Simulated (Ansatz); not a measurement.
The system is Co.

```
Co
1.0
     2.47056    0.00000    0.00000
    -1.23528    2.13957    0.00000
     0.00000    0.00000    8.08823
Co
4
Direct
  0.66667 0.33333 0.75000
  0.00000 0.00000 0.50000
  0.33333 0.66667 0.25000
  0.00000 0.00000 0.00000
```

Base run:

```yaml
Program: Ansatz 0.2.0
Functional: m-r2SCAN
Potentials_or_basis: Ansatz PAW
Cutoff: "500 eV (not typed: the program's choice for these potentials)"
k_mesh: 12 × 12 × 4
Occupations: fermi-dirac, width 0.05 eV
Spin: collinear spin, ferromagnetic start
Starting_moments: "[2.0, 2.0, 2.0, 2.0] μB"
```

Its results: band gap on the k mesh none (metal or under the smearing width); pressure -4.7 GPa; net moment 6.52 μB per cell; site moments Co +1.71, +1.68 μB.

Problem. The run is repeated on the same cell with these changes: functional from m-r2SCAN to exchange-only PBE; cutoff from 500 eV (not typed: the program's choice for these potentials) to 420 eV (not typed: the program's choice for these potentials). What comes out?

Solution. Band gap on the k mesh none (metal or under the smearing width); pressure 33.2 GPa; net moment 6.79 μB per cell; site moments Co +1.79, +1.77 μB.

Caveats: the PAW data sets come from PBE, with cores solved anew for the run's functional, which leaves a small shift of forces and pressure; the magnetic or orbital state may not be the lowest (some runs); a pressure of tens of GPa on the cell as given is suspect, and the run, the potentials or the cell itself is likely at fault (some runs).
